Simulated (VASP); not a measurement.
# TiO2 (P4_2/mnm) in VASP: settings compared

The runs below take TiO2 through single point, with PBEsol, r2SCAN.

Everything below comes from runs of VASP 6.6.1. Logs are shortened: lines on timing, memory, paths and dates and some standing lists are left out, and cuts for length are marked.

**Measured values to compare with.**

From “Shallow Valence Band of Rutile GeO2 and P-type Doping”, 2020, arxiv:2011.08928, for a bulk crystal of TiO2 at 1.6 K: band gap 3.03 eV (direct).

How close the calculation comes is told below.

## Step 1: Starting point

The structure is tetragonal, space group P4_2/mnm (No. 136). Conventional cell: a = 4.592 Å, b = 4.592 Å, c = 2.942 Å, α = 90.00°, β = 90.00°, γ = 90.00°. Ti (site symmetry mmm) is surrounded by 6 O at 1.94 to 1.98 Å. Around O (site symmetry m2m) lie 3 Ti at 1.94 to 1.98 Å.

## Step 2: Single point, PBEsol

INCAR

```
  ALGO = Normal
  EDIFF = 1E-7
  ENCUT = 900
  GGA = PS
  ISIF = 2
  ISMEAR = 0
  LASPH = T
  LCHARG = F
  LREAL = F
  LWAVE = F
  NBANDS = 33
  NELM = 60
  PREC = Accurate
  SIGMA = 0.02
```

KPOINTS

```
k-points
0
Gamma
  6 6 10
```

POSCAR

```
TiO2
1.0
    4.5922200000      0.0000000000      0.0000000000
    0.0000000000      4.5922200000      0.0000000000
    0.0000000000      0.0000000000      2.9420300000
Ti O
2 4
Direct
    1.0000000000      0.0000000000      0.0000000000
    0.5000000000      0.5000000000      0.5000000000
    0.3043000000      0.3043000000      0.0000000000
    0.1957000000      0.8043000000      0.5000000000
    0.6957000000      0.6957000000      1.0000000000
    0.8043000000      0.1957000000      0.5000000000
```

Potentials or basis: VASP PAW PBE potentials, release 64 (Ti_sv, O_h).

Run with:

```
> cat potpaw_PBE.64/Ti_sv/POTCAR potpaw_PBE.64/O_h/POTCAR > POTCAR
> mpirun -np 1 vasp_std > vasp.out
```

OUTCAR:

```text
EDIFF = 1E-7
   ENCUT = 900
   GGA = PS
   ISIF = 2
   ISMEAR = 0
   LASPH = T
   LREAL = F
   NELM = 60
   PREC = Accurate

 ion  position               nearest neighbor table
   1  0.000  0.000  0.000-   4 1.94   6 1.94   4 1.94   6 1.94   5 1.98   3 1.98
   2  0.500  0.500  0.500-   3 1.94   5 1.94   3 1.94   5 1.94   4 1.98   6 1.98
   3  0.304  0.304  0.000-   2 1.94   2 1.94   1 1.98
   4  0.196  0.804  0.500-   1 1.94   1 1.94   2 1.98
   5  0.696  0.696  0.000-   2 1.94   2 1.94   1 1.98
   6  0.804  0.196  0.500-   1 1.94   1 1.94   2 1.98

  LATTYP: Found a simple tetragonal cell.
 ALAT       =     4.5922200000
 C/A-ratio  =     0.6406552822

  Lattice vectors:

 A1 = (   4.5922200000,   0.0000000000,   0.0000000000)
 A2 = (   0.0000000000,   4.5922200000,   0.0000000000)
 A3 = (   0.0000000000,   0.0000000000,   2.9420300000)

Analysis of symmetry for initial positions (statically):
=====================================================================
 Subroutine PRICEL returns:
 Original cell was already a primitive cell.

 Routine SETGRP: Setting up the symmetry group for a
 simple tetragonal supercell.

 Subroutine GETGRP returns: Found 16 space group operations
 (whereof  8 operations were pure point group operations)
 out of a pool of 16 trial point group operations.

The static configuration has the point symmetry D_2h.
 The point group associated with its full space group is D_4h.

Analysis of symmetry for dynamics (positions and initial velocities):
=====================================================================
 Subroutine PRICEL returns:
 Original cell was already a primitive cell.

 Routine SETGRP: Setting up the symmetry group for a
 simple tetragonal supercell.

 Subroutine GETGRP returns: Found 16 space group operations
 (whereof  8 operations were pure point group operations)
 out of a pool of 16 trial point group operations.

The dynamic configuration has the point symmetry D_2h.
 The point group associated with its full space group is D_4h.

 Subroutine INISYM returns: Found 16 space group operations
 (whereof  8 operations are pure point group operations),
 and found     1 'primitive' translations

----------------------------------------------------------------------------------------
[... 101 lines left out ...]
   EDIFF  = 0.1E-06   stopping-criterion for ELM
   LREAL  =      F    real-space projection
   EDIFFG = 0.1E-05   stopping-criterion for IOM
   NSW    =      0    number of steps for IOM
   IBRION =     -1    ionic relax: 0-MD 1-quasi-New 2-CG
   NFREE  =      0    steps in history (QN), initial steepest desc. (CG)
   ISIF   =      2    stress and relaxation
   ISYM   =      2    0-nonsym 1-usesym 2-fastsym
   POTIM  = 0.5000    time-step for ionic-motion
   TEBEG  =    0.0;   TEEND  =   0.0 temperature during run
   PSTRESS=    0.0 pullay stress
   NELECT =      48.0000    total number of electrons
   NUPDOWN=      -1.0000    fix difference up-down
   EMIN   =  10.00;   EMAX   =-10.00  energy-range for DOS
   EFERMI =   0.00;   METHOD = LEGACY
   ISMEAR =     0;   SIGMA  =   0.02  broadening in eV -4-tet -1-fermi 0-gaus
   EFERMI_NEDOS =   21; number of points for ismear=-14 and -15
   IALGO  =     38    algorithm
   IMIX   =      4    mixing-type and parameters
     AMIX     =   0.40;   BMIX     =  1.00
     AMIX_MAG =   1.60;   BMIX_MAG =  1.00
  volume/ion in A,a.u.               =      10.34        69.78
  Fermi-wavevector in a.u.,A,eV,Ry     =   1.502880  2.840032 30.730792  2.258649
  Thomas-Fermi vector in A             =   2.614063
   LORBIT       =      0    0 simple, 1 ext, 2 COOP (PROOUT), +10 PAW based schemes
   GGA     = PS    functional components
   LHFCALC =     F    Hartree Fock is set to
   AEXX    =    0.0000 exact exchange contribution
   IVDW    =     0    specifies the selected vdW correction
   LEPSILON=     F    determine dielectric tensor
   LRPA    =     F    only Hartree local field effects (RPA)
 non-spin polarized calculation
 Gauss-broadening in eV      SIGMA  =   0.02
  energy-cutoff  :      900.00
  volume of cell :       62.04
 maximum number of plane-waves:      3832
 NGX is ok and might be reduce to    48
   NGX = 23   NGY = 23   NGZ = 15

 number of electron      48.0000001 magnetization

 Free energy of the ion-electron system (eV)
  ---------------------------------------------------
  ext. energy  EPLUGINS =         0.00000000
  ---------------------------------------------------
  free energy    TOTEN  =       -56.13021480 eV

  energy without entropy =      -56.13021480  energy(sigma->0) =      -56.13021480

 E-fermi :   5.4696     XC(G=0): -11.7416

 val. band max:        5.2818196171   @ k =   0.0000   0.0000   0.0000
 cond. band min:       7.1186807311   @ k =   0.0000   0.0000   0.0000
 fundamental gap:      1.8368611141
 Fermi energy:         5.4696233993

 k-point     1 :       0.0000    0.0000    0.0000
  band No.  band energies     occupation
      1     -51.3487      2.00000
      2     -51.3306      2.00000
      3     -27.7773      2.00000
      4     -27.7773      2.00000
      5     -27.6046      2.00000
      6     -27.6046      2.00000
[... 853 lines left out ...]
     32      10.6854      0.00000
     33      11.8782      0.00000

 [... further k-points ...]

------------------------ aborting loop because EDIFF is reached ----------------------------------------

  FORCE on cell =-STRESS in cart. coord.  units (eV):
  Direction    XX          YY          ZZ          XY          YZ          ZX
  --------------------------------------------------------------------------------------
  -------------------------------------------------------------------------------------
  Total       -0.1162070     -0.1162070     -0.1880050      0.0000000      0.0000000      0.0000000
  in kB       -3.0008926     -3.0008926     -4.8549810      0.0000000      0.0000000      0.0000000
  external PRESSURE =      -3.6189220 kB  Pullay stress =       0.0000000 kB

 VOLUME and BASIS-vectors are now :
 -----------------------------------------------------------------------------
  energy-cutoff  :      900.00
  volume of cell :       62.04
      direct lattice vectors                 reciprocal lattice vectors
     4.592220000  0.000000000  0.000000000     0.217759602  0.000000000  0.000000000
     0.000000000  4.592220000  0.000000000     0.000000000  0.217759602  0.000000000
     0.000000000  0.000000000  2.942030000     0.000000000  0.000000000  0.339901361

 POSITION                                       TOTAL-FORCE (eV/Angst)
 -----------------------------------------------------------------------------------
      0.00000      0.00000      0.00000         0.000000      0.000000      0.000000
      2.29611      2.29611      1.47101         0.000000      0.000000      0.000000
      1.39741      1.39741      0.00000         0.006268      0.006268      0.000000
      0.89870      3.69352      1.47101        -0.006268      0.006268      0.000000
      3.19481      3.19481      0.00000        -0.006268     -0.006268     -0.000000
      3.69352      0.89870      1.47101         0.006268     -0.006268     -0.000000
 -----------------------------------------------------------------------------------
    total drift:                                0.000000     -0.000000     -0.000000

  FREE ENERGIE OF THE ION-ELECTRON SYSTEM (eV)
  ---------------------------------------------------
  free  energy   TOTEN  =       -56.1302147974 eV

  energy  without entropy=      -56.1302147974  energy(sigma->0) =      -56.13021480
```

OSZICAR:

```text
N       E                     dE             d eps       ncg     rms          rms(c)
DAV:   1     0.837996248309E+03    0.83800E+03   -0.33454E+04  3960   0.254E+03
DAV:   2     0.113274883343E+03   -0.72472E+03   -0.68021E+03  4183   0.640E+02
DAV:   3    -0.593520326394E+02   -0.17263E+03   -0.15968E+03  6183   0.238E+02
DAV:   4    -0.719505999095E+02   -0.12599E+02   -0.12518E+02  5390   0.678E+01
DAV:   5    -0.725342555131E+02   -0.58366E+00   -0.58331E+00  5895   0.133E+01    0.318E+01
DAV:   6    -0.564027335391E+02    0.16132E+02   -0.68481E+01  5764   0.872E+01    0.114E+01
DAV:   7    -0.564043633196E+02   -0.16298E-02   -0.12743E+01  5286   0.298E+01    0.915E+00
DAV:   8    -0.561272805820E+02    0.27708E+00   -0.89120E-01  5247   0.984E+00    0.440E+00
DAV:   9    -0.561629154587E+02   -0.35635E-01   -0.45653E-01  5817   0.629E+00    0.192E+00
DAV:  10    -0.561393250859E+02    0.23590E-01   -0.19805E-01  5209   0.542E+00    0.895E-01
DAV:  11    -0.561303143121E+02    0.90108E-02   -0.31010E-02  6249   0.123E+00    0.192E-01
DAV:  12    -0.561303867412E+02   -0.72429E-04   -0.38746E-03  4713   0.610E-01    0.167E-01
DAV:  13    -0.561303031644E+02    0.83577E-04   -0.12817E-03  4668   0.465E-01    0.873E-02
DAV:  14    -0.561302131743E+02    0.89990E-04   -0.25772E-04  5181   0.202E-01    0.107E-02
DAV:  15    -0.561302149222E+02   -0.17479E-05   -0.17220E-05  5064   0.340E-02    0.640E-03
DAV:  16    -0.561302149274E+02   -0.51605E-08   -0.11620E-06  5557   0.105E-02    0.223E-03
DAV:  17    -0.561302148083E+02    0.11912E-06   -0.67073E-07  5304   0.656E-03    0.152E-03
DAV:  18    -0.561302147974E+02    0.10850E-07   -0.90645E-08  2644   0.207E-03
   1 F= -.56130215E+02 E0= -.56130215E+02  d E =-.159204E-42
```

stdout:

```text
POSCAR found type information on POSCAR TiO
 POSCAR found :  2 types and       6 ions
 scaLAPACK will be used
 -----------------------------------------------------------------------------
|                                                                             |
|                                                                             |
|     You enforced a specific xc type in the INCAR file but a different       |
|     I HOPE YOU KNOW WHAT YOU ARE DOING!                                     |
|                                                                             |
 -----------------------------------------------------------------------------

 LDA part: xc-table for (Slater+PW92), standard interpolation
 POSCAR, INCAR and KPOINTS ok, starting setup
 FFT: planning ... GRIDC
 FFT: planning ... GRID_SOFT
 FFT: planning ... GRID
 WAVECAR not read
 entering main loop
```

Run time: 2 min. Hardware: 1 thread of Intel Xeon 6975P-C (Granite Rapids), shared host; peak memory 0.39 GiB.

What came out:

| Quantity | Value |
| --- | --- |
| Free energy | -56.1302 eV |
| Pressure | -0.4 GPa |
| Largest force | 0.009 eV/Å |
| Band gap on the k mesh | 1.84 eV, direct |

Forces on the atoms (eV/Å):
```
Ti   0.000  0.000  0.000
Ti   0.000  0.000  0.000
O    0.006  0.006  0.000
O   -0.006  0.006  0.000
O   -0.006 -0.006  0.000
O    0.006 -0.006  0.000
```

Levels at points of the mesh, in eV from the valence-band top:
| k point | band 20 | band 21 | band 22 | band 23 | band 24 | band 25 | band 26 | band 27 | band 28 | band 29 |
| --- | --- | --- | --- | --- | --- | --- | --- | --- | --- | --- |
| (0.00, 0.00, 0.00) | -1.97 | -0.69 | -0.45 | -0.45 | 0.00 | 1.84 | 2.12 | 2.41 | 2.51 | 2.51 |
| (0.50, 0.00, 0.00) | -3.09 | -1.64 | -1.64 | -0.76 | -0.76 | 2.52 | 2.52 | 3.04 | 3.04 | 3.60 |
| (0.50, 0.50, 0.00) | -2.25 | -1.29 | -1.29 | -1.09 | -1.09 | 1.87 | 1.87 | 2.53 | 2.53 | 3.88 |
| (0.00, 0.00, 0.50) | -2.81 | -2.43 | -2.43 | -1.45 | -1.45 | 2.98 | 2.98 | 3.22 | 3.22 | 3.69 |
| (0.50, 0.00, 0.50) | -2.40 | -2.08 | -2.08 | -1.06 | -1.06 | 1.88 | 1.88 | 3.25 | 3.25 | 3.94 |
| (0.50, 0.50, 0.50) | -2.78 | -1.31 | -1.31 | -0.68 | -0.68 | 2.59 | 2.59 | 3.21 | 3.21 | 3.27 |

Caveat: the cutoff is under 1.25 times the usual one of these potentials, so pressure, stress and relaxed cells hold a basis-set (Pulay) error; the PAW data sets were made with another functional, which shifts forces and pressure a little.

## Step 3: Single point, r2SCAN

INCAR

```
  ALGO = Normal
  EDIFF = 1E-7
  ENCUT = 520
  ISIF = 2
  ISMEAR = 0
  LASPH = T
  LCHARG = F
  LMIXTAU = T
  LREAL = F
  LWAVE = F
  METAGGA = R2SCAN
  NBANDS = 33
  NELM = 60
  PREC = Accurate
  SIGMA = 0.02
```

KPOINTS is that of step 2.

POSCAR is that of step 2.

Potentials or basis: VASP PAW PBE potentials, release 64 (Ti_sv, O).

Run with:

```
> cat potpaw_PBE.64/Ti_sv/POTCAR potpaw_PBE.64/O/POTCAR > POTCAR
> mpirun -np 1 vasp_std > vasp.out
```

It took 3.1 min on 1 thread of Intel Xeon 6975P-C (Granite Rapids), shared host; peak memory 0.24 GiB.

Results (log left out):

* Free energy: -69.7881 eV
* Pressure: 2.8 GPa
* Largest force: 0.023 eV/Å
* Band gap on the k mesh: 2.24 eV, direct

Forces on the atoms (eV/Å):
```
Ti   0.000  0.000  0.000
Ti   0.000  0.000  0.000
O   -0.016 -0.016  0.000
O    0.016 -0.016  0.000
O    0.016  0.016  0.000
O   -0.016  0.016  0.000
```

Stress tensor (GPa, compression positive):
```
2.16 0.00 0.00
0.00 2.16 0.00
0.00 0.00 4.10
```

Levels at points of the mesh, in eV from the valence-band top:
| k point | band 21 | band 22 | band 23 | band 24 | band 25 | band 26 | band 27 | band 28 |
| --- | --- | --- | --- | --- | --- | --- | --- | --- |
| (0.00, 0.00, 0.00) | -0.75 | -0.50 | -0.50 | 0.00 | 2.24 | 2.55 | 2.81 | 2.91 |
| (0.50, 0.00, 0.00) | -1.69 | -1.69 | -0.78 | -0.78 | 2.93 | 2.93 | 3.44 | 3.44 |
| (0.50, 0.50, 0.00) | -1.37 | -1.37 | -1.14 | -1.14 | 2.27 | 2.27 | 2.93 | 2.93 |
| (0.00, 0.00, 0.50) | -2.42 | -2.42 | -1.49 | -1.49 | 3.36 | 3.36 | 3.65 | 3.65 |
| (0.50, 0.00, 0.50) | -2.09 | -2.09 | -1.10 | -1.10 | 2.31 | 2.31 | 3.67 | 3.67 |
| (0.50, 0.50, 0.50) | -1.33 | -1.33 | -0.72 | -0.72 | 2.99 | 2.99 | 3.62 | 3.62 |

Caveat: the PAW data sets were made with another functional, which shifts forces and pressure a little.

## Step 4: Against experiment

Step 2. Measured gap of TiO2: 3.03 eV (direct; 1.6 K; quoted in “Shallow Valence Band of Rutile GeO2 and P-type Doping”, 2020, arxiv:2011.08928). This calculation gives 1.84 eV (-1.19 eV). 2 values of this kind are on record in papers (3.03 to 3.05 eV); this one was drawn at random among those near their median. The value is that of PBEsol on a finite k mesh, which can miss the band edges, without temperature or zero-point motion. Semilocal functionals fall short of measured gaps as a rule.

Step 3. Measured gap of TiO2: 3.03 eV (direct; 1.6 K; quoted in “Shallow Valence Band of Rutile GeO2 and P-type Doping”, 2020, arxiv:2011.08928). This calculation gives 2.24 eV (-0.79 eV). 2 values of this kind are on record in papers (3.03 to 3.05 eV); this one was drawn at random among those near their median. The value is that of r2SCAN on a finite k mesh, which can miss the band edges, without temperature or zero-point motion.
